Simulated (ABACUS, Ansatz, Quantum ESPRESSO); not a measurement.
# Si: 3 runs at one level of theory

```
Si
1.0
     0.00000    2.72185    2.72185
     2.72185    0.00000    2.72185
     2.72185    2.72185    0.00000
Si
2
Direct
  0.50000 0.50000 0.50000
  0.75000 0.75000 0.75000
```

Alike in all runs: task single point; functional PBE; k mesh 6 × 6 × 6; occupations fermi-dirac, width 0.05 eV; no spin polarisation; no spin-orbit coupling. Pressure is positive in compression and, in plane waves, holds the error of the finite cutoff, which Ansatz's Pulay term estimates and takes out.

```
                                 program and potentials  plane-wave cutoff (eV)  notes  band gap (eV)  pressure (GPa)
ABACUS, PseudoDojo NC SR 0.5 PBE stringent, plane waves                     490      -           0.72            1.31
              Ansatz, PAW datasets made for the crystal                     180      -           0.72            1.37
                         Quantum ESPRESSO, SG15 PBE 1.2                     544      -           0.71            1.73
```

The band gap spans 0.71 (Quantum ESPRESSO, SG15 PBE 1.2) to 0.72 eV (Ansatz, PAW datasets made for the crystal). The pressure spans 1.31 (ABACUS, PseudoDojo NC SR 0.5 PBE stringent, plane waves) to 1.73 GPa (Quantum ESPRESSO, SG15 PBE 1.2). The gap is indirect and read on the mesh alone.

The functional is the same throughout but for its coding, so the spread measures potentials, basis and numerics; runs on potential files found faulty are left out.

The three runs agree on the gap almost exactly, at 0.71 to 0.72 eV, so the choice of potential hardly affects the separation between the bonding valence states and the antibonding conduction states of silicon. This value is well below the measured gap, as expected of a semilocal functional, whose Kohn-Sham gap lacks the derivative discontinuity. The agreement therefore speaks for the numerics, not for the accuracy of PBE. The conduction minimum lies between Γ and X, short of the zone boundary, and a coarse mesh probably misses it, so the converged PBE gap should be smaller still.

The pressure is positive in every run, which means the crystal would expand from this cell. This fits the known tendency of PBE to weaken covalent bonds slightly and overestimate the lattice constant of silicon. Quantum ESPRESSO stands apart at 1.73 GPa, perhaps through its potential or remaining basis error. With only one volume computed, the pressures give the direction of relaxation but neither the equilibrium lattice constant nor the bulk modulus.
